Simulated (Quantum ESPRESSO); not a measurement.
MnO: phonon spectrum and thermodynamics under several settings

```
CELL_PARAMETERS angstrom
0.00000 2.22391 2.22391
2.22391 0.00000 2.22391
2.22391 2.22391 0.00000
ATOMIC_POSITIONS crystal
Mn 0.00000 0.00000 0.00000
O 0.50000 0.50000 0.50000
```

The cell is a database's computed one.

All runs used Quantum ESPRESSO 7.5; k mesh 4 × 4 × 4, shifted; relaxed cell; collinear spin, ferromagnetic start; cutoff 612 eV; occupations fermi-dirac, width 0.05 eV; q mesh 2 × 2 × 2.

```tsv
level	potentials	volume (Å³/atom)	pressure (GPa)	highest frequency (cm⁻¹)	zero-point energy (meV/atom)	entropy at room temperature (k_B/atom)
PBE	GBRV 1.5 PBE	11.02	0.0	397	42.4	3.12
PBEsol	GBRV 1.5 PBEsol	?	0.1	?	?	?
```

Question: What stands in the row left open?

Answer: Volume 10.34 Å³/atom; highest frequency 398 cm⁻¹; zero-point energy 45.2 meV/atom; entropy at room temperature 2.97 k_B/atom.

Caveats: all runs use coarse meshes; the mesh is thin for the phonons of a metal; a cell with one magnetic atom can't hold antiferromagnetic order, which such compounds often take.

For the row left open. Caveat: the k mesh is coarse (spacing up to 0.61 Å⁻¹), so the values aren't converged; the mesh is thin for the phonons of a metal; the q mesh is small, so phonon branches between its points and thermal values are rough; a cell with one magnetic atom can't hold antiferromagnetic order, which such compounds often take.
